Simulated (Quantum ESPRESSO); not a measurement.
A calculation with Quantum ESPRESSO 7.5 of TiAl (native input, structure typed inline):

The input pw.in:

```
&CONTROL
  calculation = 'scf'
  prefix = 'pwscf'
  outdir = './tmp'
  pseudo_dir = './pseudo'
  tprnfor = .true.
  tstress = .true.
  disk_io = 'low'
/
&SYSTEM
  ibrav = 0
  nat = 2
  ntyp = 2
  ecutwfc = 55
  ecutrho = 440
  nbnd = 13
  occupations = 'smearing'
  smearing = 'fd'
  degauss = 0.00367493
/
&ELECTRONS
  conv_thr = 4d-10
  electron_maxstep = 120
  mixing_beta = 0.5
/
ATOMIC_SPECIES
Ti    47.8670 ti_pbe_v1.4.uspp.F.UPF
Al    26.9815 Al.pbe-n-kjpaw_psl.1.0.0.UPF
CELL_PARAMETERS angstrom
   3.1790640000    0.0000000000    0.0000000000
   0.0000000000    3.1790640000    0.0000000000
   0.0000000000    0.0000000000    3.1790640000
ATOMIC_POSITIONS crystal
Ti     0.0000000000    0.0000000000    0.0000000000
Al     0.5000000000    0.5000000000    0.5000000000
K_POINTS automatic
8 8 8 0 0 0
```

pp_density.in

```
&INPUTPP
  prefix = 'pwscf'
  outdir = './tmp'
  filplot = 'density.dat'
  plot_num = 0
/
&PLOT
  nfile = 1
  filepp(1) = 'density.dat'
  iflag = 3
  output_format = 6
  fileout = 'density.cube'
/
```

Contents of pp_potential.in:

```
&INPUTPP
  prefix = 'pwscf'
  outdir = './tmp'
  filplot = 'potential.dat'
  plot_num = 11
/
&PLOT
  nfile = 1
  filepp(1) = 'potential.dat'
  iflag = 3
  output_format = 6
  fileout = 'potential.cube'
/
```

Potentials or basis: SSSP 1.3 efficiency PBE.

Run with:

```sh
$ OMP_NUM_THREADS=1 pw.x -in pw.in > pw.out
$ OMP_NUM_THREADS=1 pp.x -in pp_density.in > pp_density.out
$ OMP_NUM_THREADS=1 pp.x -in pp_potential.in > pp_potential.out
```

The cell comes from a database or a generator and needn't be the stable form of this composition.

Problem. Write the same calculation in another form: ASE script, structure typed inline.

Solution. As run:

Contents of run.py:

```python
import numpy as np
from ase.calculators.espresso import Espresso, EspressoProfile
from ase import Atoms

atoms = Atoms(['Ti', 'Al'],
              cell=[[3.179064, 0.0, 0.0], [0.0, 3.179064, 0.0], [0.0, 0.0, 3.179064]],
              scaled_positions=[[0.0, 0.0, 0.0], [0.5, 0.5, 0.5]],
              pbc=True)

input_data = {
    'control': {'calculation': 'scf', 'prefix': 'pwscf', 'outdir': './tmp', 'tprnfor': True, 'tstress': True, 'disk_io': 'nowf'},
    'system': {'ecutwfc': 55.0, 'ecutrho': 440.0, 'nbnd': 13, 'occupations': 'smearing', 'smearing': 'fd', 'degauss': 0.00367493},
    'electrons': {'conv_thr': 4e-10, 'electron_maxstep': 120, 'mixing_beta': 0.5},
}
pseudopotentials = {'Ti': 'ti_pbe_v1.4.uspp.F.UPF', 'Al': 'Al.pbe-n-kjpaw_psl.1.0.0.UPF'}
profile = EspressoProfile(command='pw.x', pseudo_dir='pseudo')
atoms.calc = Espresso(profile=profile, input_data=input_data, pseudopotentials=pseudopotentials, kpts=(8, 8, 8), koffset=(0, 0, 0))

print(f'energy {atoms.get_potential_energy():.8f} eV')
print('forces (eV/A)')
print(np.round(atoms.get_forces(), 6))
print('stress (eV/A^3, Voigt)')
print(np.round(atoms.get_stress(), 8))
print(f'Fermi level {atoms.calc.get_fermi_level():.4f} eV')
```

Potentials or basis: SSSP 1.3 efficiency PBE.

Command:

```bash
$ OMP_NUM_THREADS=1 python run.py
```

Both were run:

|  | native input, structure typed inline | ASE script, structure typed inline |
| --- | --- | --- |
| Pressure | 0.9 GPa | 0.9 GPa |
| Band gap on the k mesh | none (metal or under the smearing width) | none (metal or under the smearing width) |

Keys that steer only the numerical path or the files written may differ.
